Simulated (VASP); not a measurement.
# Cu (Fm-3m) in VASP: a series of runs

One crystal, Cu, is run at these levels: PBEsol, LDA; tasks: relaxation of cell and atoms.

Everything below comes from runs of VASP 6.6.1. Logs are shortened: lines on timing, memory, paths and dates and some standing lists are left out, and cuts for length are marked.

### 1 Starting point

Symmetry: Fm-3m, No. 225, cubic system. Conventional cell: a = 3.570 Å, b = 3.570 Å, c = 3.570 Å, α = 90.00°, β = 90.00°, γ = 90.00°. Around Cu (site symmetry m-3m) lie 12 Cu at 2.52 Å.

### 2 Relaxation of cell and atoms, PBEsol

Contents of INCAR:

```
SYSTEM = Cu
PREC = Accurate ; ENCUT = 600
EDIFF = 1E-7 ; ISMEAR = 1
SIGMA = 0.1 ; LREAL = .False.
LASPH = .True. ; NELM = 80
ALGO = Normal ; ISIF = 3
LWAVE = .False. ; LCHARG = .False.
GGA = PS ; IBRION = 2
NSW = 90 ; EDIFFG = -0.005
```

Contents of KPOINTS:

```
Automatic mesh
0
Gamma
  18 18 18
  0 0 0
```

Contents of POSCAR:

```
Cu                                      
1.0
    0.0000000000      1.7848606275      1.7848606275
    1.7848606275     -0.0000000000      1.7848606275
    1.7848606275      1.7848606275     -0.0000000000
  Cu            
     1
Direct
     0.0000000000000000    0.0000000000000000    0.0000000000000000
```

Potentials or basis: VASP PAW PBE potentials, release 64 (Cu).

Command:

```sh
$ cat potpaw_PBE.64/Cu/POTCAR > POTCAR
$ mpirun -np 1 vasp_std > vasp.out
```

OUTCAR:

```text
SYSTEM = Cu
   PREC = Accurate
   ENCUT = 600
   EDIFF = 1E-7
   ISMEAR = 1
   LREAL = .False.
   LASPH = .True.
   NELM = 80
   ISIF = 3
   GGA = PS
   IBRION = 2
   NSW = 90
   EDIFFG = -0.005

 ion  position               nearest neighbor table
   1  0.000  0.000  0.000-

  LATTYP: Found a face centered cubic cell.
 ALAT       =     3.5697212550

  Lattice vectors:

 A1 = (   0.0000000000,   1.7848606275,   1.7848606275)
 A2 = (   1.7848606275,   0.0000000000,   1.7848606275)
 A3 = (   1.7848606275,   1.7848606275,   0.0000000000)

Analysis of symmetry for initial positions (statically):
=====================================================================
 Subroutine PRICEL returns:
 Original cell was already a primitive cell.

 Routine SETGRP: Setting up the symmetry group for a
 face centered cubic supercell.

 Subroutine GETGRP returns: Found 48 space group operations
 (whereof 48 operations were pure point group operations)
 out of a pool of 48 trial point group operations.

The static configuration has the point symmetry O_h .

Analysis of symmetry for dynamics (positions and initial velocities):
=====================================================================
 Subroutine PRICEL returns:
 Original cell was already a primitive cell.

 Routine SETGRP: Setting up the symmetry group for a
 face centered cubic supercell.

 Subroutine GETGRP returns: Found 48 space group operations
 (whereof 48 operations were pure point group operations)
 out of a pool of 48 trial point group operations.

The dynamic configuration has the point symmetry O_h .

 Subroutine INISYM returns: Found 48 space group operations
 (whereof 48 operations are pure point group operations),
 and found     1 'primitive' translations

----------------------------------------------------------------------------------------

                                     Primitive cell

  volume of cell :      11.3722

  direct lattice vectors                    reciprocal lattice vectors
     0.000000000  1.784860628  1.784860628    -0.280133918  0.280133918  0.280133918
     1.784860628  0.000000000  1.784860628     0.280133918 -0.280133918  0.280133918
     1.784860628  1.784860628  0.000000000     0.280133918  0.280133918 -0.280133918

  length of vectors
     2.524174106  2.524174106  2.524174106     0.485206178  0.485206178  0.485206178

  position of ions in fractional coordinates (direct lattice)
     0.000000000  0.000000000  0.000000000

  ion indices of the primitive-cell ions
   primitive index   ion index
                 1           1

----------------------------------------------------------------------------------------

 KPOINTS: Automatic mesh

Automatic generation of k-mesh.
 Grid dimensions read from file:
 generate k-points for:   18   18   18

 Generating k-lattice:

  Cartesian coordinates                     Fractional coordinates (reciprocal lattice)
    -0.015562995  0.015562995  0.015562995     0.055555556  0.000000000  0.000000000
     0.015562995 -0.015562995  0.015562995     0.000000000  0.055555556  0.000000000
     0.015562995  0.015562995 -0.015562995     0.000000000  0.000000000  0.055555556

  Length of vectors
     0.026955899  0.026955899  0.026955899

  Shift w.r.t. Gamma in fractional coordinates (k-lattice)
     0.000000000  0.000000000  0.000000000

 Subroutine IBZKPT returns following result:
 ===========================================

 Found    195 irreducible k-points:

 Following reciprocal coordinates:
            Coordinates               Weight
  0.000000  0.000000  0.000000      1.000000
  0.055556  0.000000  0.000000      8.000000
  0.111111  0.000000  0.000000      8.000000
  0.166667  0.000000  0.000000      8.000000
  0.222222  0.000000  0.000000      8.000000
  0.277778  0.000000  0.000000      8.000000
[... 16 lines left out ...]
 -0.277778  0.055556  0.000000     24.000000
 -0.222222  0.055556  0.000000     24.000000
 [... further k-points ...]
   k-points           NKPTS =    195   k-points in BZ     NKDIM =    195   number of bands    NBANDS=      9
   number of dos      NEDOS =    301   number of ions     NIONS =      1
   total plane-waves  NPLWV =   8000
   dimension x,y,z NGX =    20 NGY =   20 NGZ =   20
   dimension x,y,z NGXF=    40 NGYF=   40 NGZF=   40
   ions per type =               1
   NGX,Y,Z   is equivalent  to a cutoff of  13.17, 13.17, 13.17 a.u.
   NGXF,Y,Z  is equivalent  to a cutoff of  26.34, 26.34, 26.34 a.u.
 SYSTEM =  Cu
   PREC   = accura    normal or accurate (medium, high low for compatibility)
   ISTART =      0    job   : 0-new  1-cont  2-samecut
   ICHARG =      2    charge: 1-file 2-atom 10-const
   ISPIN  =      1    spin polarized calculation?
   LNONCOLLINEAR =      F non collinear calculations
   LSORBIT =      F    spin-orbit coupling
   LASPH  =      T    aspherical Exc in radial PAW
   ENCUT  =  600.0 eV  44.10 Ry    6.64 a.u.   5.04  5.04  5.04*2*pi/ulx,y,z
   NELM   =     80;   NELMIN=  2; NELMDL= -5     # of ELM steps
   EDIFF  = 0.1E-06   stopping-criterion for ELM
   LREAL  =      F    real-space projection
   EDIFFG = -.5E-02   stopping-criterion for IOM
   NSW    =     90    number of steps for IOM
   IBRION =      2    ionic relax: 0-MD 1-quasi-New 2-CG
   NFREE  =      1    steps in history (QN), initial steepest desc. (CG)
   ISIF   =      3    stress and relaxation
   ISYM   =      2    0-nonsym 1-usesym 2-fastsym
   POTIM  = 0.5000    time-step for ionic-motion
   TEBEG  =    0.0;   TEEND  =   0.0 temperature during run
   PSTRESS=    0.0 pullay stress
   NELECT =      11.0000    total number of electrons
   NUPDOWN=      -1.0000    fix difference up-down
   EMIN   =  10.00;   EMAX   =-10.00  energy-range for DOS
   EFERMI =   0.00;   METHOD = LEGACY
   ISMEAR =     1;   SIGMA  =   0.10  broadening in eV -4-tet -1-fermi 0-gaus
   EFERMI_NEDOS =   21; number of points for ismear=-14 and -15
   IALGO  =     38    algorithm
   IMIX   =      4    mixing-type and parameters
     AMIX     =   0.40;   BMIX     =  1.00
     AMIX_MAG =   1.60;   BMIX_MAG =  1.00
  volume/ion in A,a.u.               =      11.37        76.74
  Fermi-wavevector in a.u.,A,eV,Ry     =   1.619042  3.059546 35.664906  2.621297
  Thomas-Fermi vector in A             =   2.713207
   LORBIT       =      0    0 simple, 1 ext, 2 COOP (PROOUT), +10 PAW based schemes
   GGA     = PS    functional components
   LHFCALC =     F    Hartree Fock is set to
   AEXX    =    0.0000 exact exchange contribution
   IVDW    =     0    specifies the selected vdW correction
   LEPSILON=     F    determine dielectric tensor
   LRPA    =     F    only Hartree local field effects (RPA)
 conjugate gradient relaxation of ions
 non-spin polarized calculation
 Methfessel and Paxton  Order N= 1 SIGMA  =   0.10
  energy-cutoff  :      600.00
  volume of cell :       11.37
 maximum number of plane-waves:       392
   NGX =  9   NGY =  9   NGZ =  9

 number of electron      11.0000013 magnetization

 Free energy of the ion-electron system (eV)
  ---------------------------------------------------
  ext. energy  EPLUGINS =         0.00000000
  ---------------------------------------------------
  free energy    TOTEN  =        -4.30854383 eV

  energy without entropy =       -4.30849209  energy(sigma->0) =       -4.30852658

 E-fermi :   7.8342     XC(G=0): -13.1294

 val. band max:        7.8311236550   @ k =   0.5000   0.1111   0.0000
 cond. band min:       7.8705699293   @ k =  -0.4444   0.1111   0.0556
 fundamental gap:      0.0394462743
 Fermi energy:         7.8342399035

 k-point     1 :       0.0000    0.0000    0.0000
  band No.  band energies     occupation
      1      -1.8046      2.00000
      2       4.7375      2.00000
      3       4.7375      2.00000
      4       4.7375      2.00000
      5       5.6201      2.00000
      6       5.6201      2.00000
      7      30.7613      0.00000
      8      33.6718      0.00000
      9      33.6718      0.00000

 k-point     2 :       0.0556    0.0000    0.0000
  band No.  band energies     occupation
      1      -1.6890      2.00000
      2       4.7117      2.00000
      3       4.7602      2.00000
      4       4.7602      2.00000
      5       5.6109      2.00000
      6       5.6109      2.00000
      7      30.1603      0.00000
      8      32.2326      0.00000
      9      33.3014      0.00000

 k-point     3 :       0.1111    0.0000    0.0000
  band No.  band energies     occupation
      1      -1.3460      2.00000
      2       4.6415      2.00000
      3       4.8193      2.00000
      4       4.8193      2.00000
      5       5.5920      2.00000
      6       5.5920      2.00000
      7      27.7851      0.00000
      8      31.5460      0.00000
      9      32.6254      0.00000

 k-point     4 :       0.1667    0.0000    0.0000
  band No.  band energies     occupation
      1      -0.7894      2.00000
      2       4.5489      2.00000
      3       4.8848      2.00000
      4       4.8848      2.00000
      5       5.5914      2.00000
      6       5.5914      2.00000
      7      24.8798      0.00000
      8      31.2630      0.00000
      9      31.9824      0.00000
[... 205 lines left out ...]
 k-point    22 :      -0.3333    0.0556    0.0000
  band No.  band energies     occupation
      1       1.9538      2.00000
      2       4.7590      2.00000
      3       4.7815      2.00000
      4       4.8327      2.00000
      5       5.8963      2.00000
      6       6.2138      2.00000
      7      15.9884      0.00000
      8      27.8099      0.00000
      9      30.6284      0.00000

 k-point    23 :      -0.2778    0.0556    0.0000
  band No.  band energies     occupation
      1       1.1865      2.00000
      2       4.4696      2.00000
      3       4.8516      2.00000
      4       4.8992      2.00000
      5       5.7165      2.00000
      6       5.9990      2.00000
      7      18.4667      0.00000
      8      27.9501      0.00000
      9      31.2731      0.00000

 k-point    24 :      -0.2222    0.0556    0.0000
  band No.  band energies     occupation
      1       0.3214      2.00000
      2       4.4218      2.00000
      3       4.9047      2.00000
      4       4.9460      2.00000
      5       5.5662      2.00000
      6       5.8255      2.00000
      7      21.1526      0.00000
      8      28.2555      0.00000
      9      31.9432      0.00000

 [... further k-points ...]
[... 5 lines left out ...]
  --------------------------------------------------------------------------------------
  -------------------------------------------------------------------------------------
  Total        0.0022773      0.0022773      0.0022773     -0.0000000     -0.0000000      0.0000000
  in kB        0.3208398      0.3208398      0.3208398     -0.0000000     -0.0000000      0.0000000
  external PRESSURE =       0.3208398 kB  Pullay stress =       0.0000000 kB

 VOLUME and BASIS-vectors are now :
 -----------------------------------------------------------------------------
  energy-cutoff  :      600.00
  volume of cell :       11.37
      direct lattice vectors                 reciprocal lattice vectors
     0.000000000  1.784860628  1.784860628    -0.280133918  0.280133918  0.280133918
     1.784860628  0.000000000  1.784860628     0.280133918 -0.280133918  0.280133918
     1.784860628  1.784860628  0.000000000     0.280133918  0.280133918 -0.280133918

 POSITION                                       TOTAL-FORCE (eV/Angst)
 -----------------------------------------------------------------------------------
      0.00000      0.00000      0.00000         0.000000     -0.000000      0.000000
 -----------------------------------------------------------------------------------
    total drift:                               -0.000000     -0.000000     -0.000000

  FREE ENERGIE OF THE ION-ELECTRON SYSTEM (eV)
  ---------------------------------------------------
  free  energy   TOTEN  =        -4.3085438286 eV

  energy  without entropy=       -4.3084920912  energy(sigma->0) =       -4.30852658

 reached required accuracy - stopping structural energy minimisation
```

Wall time 11 s (1 thread of AMD EPYC 9R45 (Zen 5), shared host); peak memory 0.11 GiB.

What came out:

* Free energy: -4.3085 eV
* Pressure after relaxing: 0.0 GPa
* Band gap on the k mesh: none (metal or under the smearing width)

Final structure:
```
CELL_PARAMETERS angstrom
0.00000 1.78486 1.78486
1.78486 0.00000 1.78486
1.78486 1.78486 0.00000
ATOMIC_POSITIONS crystal
Cu 0.00000 0.00000 0.00000
```

Caveat: the relaxation stopped at its first step, so nothing moved; the PAW data sets were made with another functional, which shifts forces and pressure a little.

### 3 Relaxation of cell and atoms, LDA

This run uses another cell than the first one, of 11.81 Å³/atom, 1.039 times its volume.

Contents of INCAR:

```
SYSTEM = Cu
PREC = Accurate
ENCUT = 600
EDIFF = 1E-6
ISMEAR = 1
SIGMA = 0.1
LREAL = .FALSE.
LASPH = .TRUE.
NELM = 80
ALGO = Normal
ISIF = 3
LWAVE = .FALSE.
LCHARG = .FALSE.
GGA = CA
IBRION = 2
NSW = 90
EDIFFG = -0.01
```

Contents of KPOINTS:

```
regular mesh
0
G
  18 18 18
  0 0 0
```

Contents of POSCAR:

```
Cu
1.0
    0.0000000000      1.8075000000      1.8075000000
    1.8075000000      0.0000000000      1.8075000000
    1.8075000000      1.8075000000      0.0000000000
Cu
1
Direct
    0.0000000000      0.0000000000      0.0000000000
```

Potentials or basis: VASP PAW LDA potentials, release 64 (Cu).

Command:

```sh
$ cat potpaw_LDA.64/Cu/POTCAR > POTCAR
$ mpirun -np 1 vasp_std > vasp.out
```

It took 39 s on 1 thread of Intel Xeon Platinum 8259CL at 2.50GHz (Skylake/Cascade Lake), shared host; peak memory 0.14 GiB.

It converged, with:

- Free energy: -4.7078 eV
- Relaxed volume: 10.95 Å³/atom
- Relaxed cell: a = 2.492 Å, b = 2.492 Å, c = 2.492 Å, α = 60.00°, β = 60.00°, γ = 60.00°
- Space group after relaxing (to 0.05 Å): Fm-3m (No. 225)
- Energy gained by relaxing: 33.6 meV/atom
- Ionic steps: 3
- Pressure after relaxing: -0.1 GPa
- Band gap on the k mesh: none (metal or under the smearing width)

Step by step:
```
step  energy change (eV)  largest force (eV/Å)  pressure (GPa)  volume (Å³)
   1              0.0000                0.0000          -11.54        11.81
   2             -0.0176                0.0000           10.19        10.42
   3             -0.0336                0.0000           -0.10        10.95
```

Final structure:
```cif
data_structure
_symmetry_space_group_name_H-M 'P 1'
_symmetry_Int_Tables_number 1
_cell_length_a 2.4924
_cell_length_b 2.4924
_cell_length_c 2.4924
_cell_angle_alpha 60.000
_cell_angle_beta 60.000
_cell_angle_gamma 60.000
_cell_volume 10.95
loop_
_atom_site_label
_atom_site_type_symbol
_atom_site_fract_x
_atom_site_fract_y
_atom_site_fract_z
_atom_site_occupancy
Cu1 Cu 0.00000 0.00000 0.00000 1
```

Levels at points of the mesh, in eV from the Fermi level:
```
           k point  band 4  band 5  band 6  band 7  band 8  band 9
(0.00, 0.00, 0.00)   -3.27   -2.33   -2.33   23.31   26.39   26.39
(0.50, 0.00, 0.00)   -1.69   -1.69   -1.17    4.16   21.80   23.15
(0.50, 0.50, 0.00)   -1.54   -1.54    1.47    7.70   13.64   13.64
```
